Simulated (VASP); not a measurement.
Runs of VASP 6.6.1 on WS2. It takes space group Fm-3m (No. 225, cubic). The conventional cell has a = 6.016 Å, b = 6.016 Å, c = 6.016 Å, α = 90.00°, β = 90.00°, γ = 90.00°. W (site symmetry m-3m) is surrounded by 8 S at 2.60 Å. S (site symmetry -43m) is surrounded by 4 W at 2.60 Å. Measurements of this composition are mostly on another form, of space group No. 194.

```tsv
level	spin	U	gap on the mesh (eV)	pressure (GPa)	moment (μB)
PBE+U	collinear, random start	W d U = 2 eV	none	-2.0	1.93
PBEsol+U	collinear, random start	W d U = 5 eV	none	(a)	1.96
PBE+U	off	W d U = 2 eV	none	-8.0	-
PBEsol	off	-	none	-14.2	-
PBE+U	collinear, zero start	W d U = 4 eV	none	-6.5	0.00
PBE+U	collinear, random start	W d U = 4 eV	none	0.8	1.97
PBEsol	non-collinear, random start	-	none	-14.2	0.00
PBEsol	collinear, ferromagnetic start	-	none	-10.7	1.75
PBE+U	collinear, ferromagnetic start	W d U = 2 eV	none	-2.0	1.93
PBEsol+U	collinear, ferromagnetic start	W d U = 5 eV	none	(b)	1.96
PBE+U	collinear, ferromagnetic start	W d U = 4 eV	none	0.8	1.97
```

Alike in all rows: task single point; potentials or basis VASP PAW PBE potentials, release 64 (W_sv, S); cell as given; k mesh 6 × 6 × 6; cutoff (eV) 520; smearing gaussian 0.05 eV.

Question: Estimate the missing entries.

Answer: (a) -2.8; (b) -2.7.

Caveats: the PAW data sets were made with another functional, which shifts forces and pressure a little (some runs); U without spin polarisation on a metal has little footing (some runs).

A k mesh can miss the band edges, and the runs leave out spin-orbit coupling on W.

A gap of «none» marks a metal or a gap under the smearing width.

Not every run made on this cell is shown here.
